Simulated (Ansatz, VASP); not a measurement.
## Ge: VASP beside Ansatz

```xyz
2
Lattice="4.0904 0.0000 0.0000 -2.0452 3.5424 0.0000 0.0000 0.0000 3.3266" Properties=species:S:1:pos:R:3 pbc="T T T"
Ge    2.0452    1.1808    0.4686
Ge    0.0000    2.3616    2.8580
```

The cell was built by a generator and needn't be a form met in nature.

Alike in both runs: task single point; functional PBE; k mesh 8 × 8 × 8; occupations fermi-dirac, width 0.05 eV; no spin polarisation.

```csv
,VASP,Ansatz
version,VASP 6.6.1,Ansatz 0.2.0
potentials or method,"VASP PAW PBE potentials, release 64 (Ge_d)",Ansatz PAW
plane-wave cutoff (eV),520,420
valence electrons in the cell,28,28
```

Ansatz gave:

```
gap on the k mesh at the Fermi level (eV)       : none
pressure (GPa)                                  : -1.6
largest component of the traceless stress (GPa) : 2.61
```

Estimate VASP's values.

gap on the k mesh at the Fermi level (eV): none; pressure (GPa): -1.6; largest component of the traceless stress (GPa): 2.59.

A gap of «none» marks a metal or a gap that the smearing closes.
